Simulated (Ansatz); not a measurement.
The elements of this relaxed trial sheet are hidden behind letters. The sheet is periodic along a and b; c holds vacuum.

```
lattice vectors (Å)
   4.0375    0.0000    0.0000
  -2.0187    3.4966    0.0000
   0.0000    0.0000   32.1017
fractional positions
X 0.3333 0.6667 0.2424
X 0.6667 0.3333 0.3495
Z 0.0000 0.0000 0.2299
Z 0.0000 0.0000 0.3620
```

Theory: DFT PBE+D3(BJ), scalar-relativistic, plane waves, PAW in Ansatz 0.2.0. Cutoff 420 eV, Γ-centred 12×12×1 mesh (4-atom cell), Gaussian smearing of 0.02 eV, no spin polarisation.

| Item | Value |
| --- | --- |
| Layer group | p-3m1 (No. 72) |
| In-plane cell | a = 4.037 Å, b = 4.037 Å, γ = 120.0° |
| Area per atom | 3.53 Å² |
| Thickness between the outermost nuclei | 4.24 Å |
| Energy over the elements | −0.277 eV/atom |
| Gap on the 12×12×1 mesh of the 4-atom cell | 1.63 eV |

Energies are uncorrected and count from the elements' standard states at the same level.

Question: X is a d-block element of period 4 and Z is a p-block element of period 4. Which elements are they?

Answer: X = Zn, Z = Se, so the formula is ZnSe. Zn at height 0.40 Å has 3 Se at 2.37 Å; Se at height 0.00 Å has 3 Zn at 2.37 Å. Other elements may fit the hints; this set was computed.

Kohn–Sham gaps at this level usually fall short of measured ones. Symmetry constrained the relaxation, so the result can be a saddle point.
